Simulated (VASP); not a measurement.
Cd: equation of state with PBE

Cd:

```
Cd
1.0
    -1.78432    1.78432    1.78432
     1.78432   -1.78432    1.78432
     1.78432    1.78432   -1.78432
Cd
1
Direct
  0.00000 0.00000 0.00000
```

This isn't the form of Cd at room conditions, which is hcp.

```yaml
Program: VASP 6.6.1
Task: equation of state
Functional: PBE
Potentials_or_basis: VASP PAW PBE potentials, release 64 (Cd)
Cutoff: 520 eV
k_mesh: 10 × 10 × 10
Occupations: fermi-dirac, width 0.05 eV
Spin: no spin polarisation
```

* Equilibrium volume: 23.59 Å³/atom
* Bulk modulus: 33 GPa
* Pressure derivative of the bulk modulus: 6.2 (rough: it moves with the points fitted)

Energy against volume, from the lowest point:
| volume (Å³/atom) | energy (meV/atom) |
| --- | --- |
| 21.360 | 27.66 |
| 21.815 | 16.66 |
| 22.269 | 8.83 |
| 22.724 | 3.67 |
| 23.178 | 0.81 |
| 23.633 | 0.00 |
| 24.087 | 1.05 |

All runs of the series together: 87 s on 1 thread of Intel(R) Xeon(R) Platinum 8375C CPU @ 2.90GHz (Ice Lake), on a shared host.
